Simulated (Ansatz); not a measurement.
Write the native input for Ansatz 0.2.0 that does the following.

```yaml
Task: single point
Functional: HSE06
Dispersion: D3(BJ)-ATM
Potentials_or_basis: SG15 NC
Cutoff: 600 eV
Density_cutoff: 2400 eV
k_mesh: 8 × 7 × 7
Occupations: gaussian, width 0.05 eV
Spin: no spin polarisation
```

The system is Mo.

```
Mo
1.0
    -1.61486    1.57243    1.56971
     1.61747   -1.55712    1.55701
     1.62265    1.56492   -1.55440
Mo
1
Direct
  0.08435 0.03200 0.06147
```

The cell isn't the ideal one: cell strained at random at fixed volume.

The input as run:

input.yaml

```yaml
crystal:
  lattice:
    - [-1.614857, 1.572426, 1.569707]
    - [1.617469, -1.557118, 1.55701]
    - [1.622654, 1.564915, -1.554399]
  atoms:
    - { symbol: Mo, position_ang: [0.015287106, 0.178992308, 0.086689531] }
hamiltonian:
  xc: hse06
  pseudopotentials:
    kind: nc
    accuracy: standard
    azcp: { Mo: Mo_ONCV_PBE-1.2.nc.azcp }
  dispersion: d3bjatm
kpoints:
  mp_grid: { grid: [8, 7, 7] }
scf:
  occupations: { method: gaussian, width: 0.05 }
output:
  forces: true
  stress: true
  eigenvalues: true
basis:
  ecutwfc: "44.1 Ry"
```

Potentials or basis: SG15 NC.

Run with:

```console
$ ansatz run input.yaml --threads 1 --pin off --max-ram 2560MiB --backend cpu --events-out ev --progress --plain --runs-dir out
```

Results of the run:

```yaml
Pressure: -17.1 GPa
Band_gap_on_the_k_mesh: none (metal or under the smearing width)
```

Caveat: the k mesh is coarse (spacing up to 0.40 Å⁻¹), so the values aren't converged, least of all with exact exchange; the potentials were made for another functional, which shifts forces and pressure; pairwise dispersion overbinds metals, which lowers pressure and volume; the cutoff lies under the one recommended for these potentials; the thresholds are loose for stress.

Run time: 71 s on 1 thread of Arm Neoverse V2, on a shared host, peak memory 1.2 GiB.
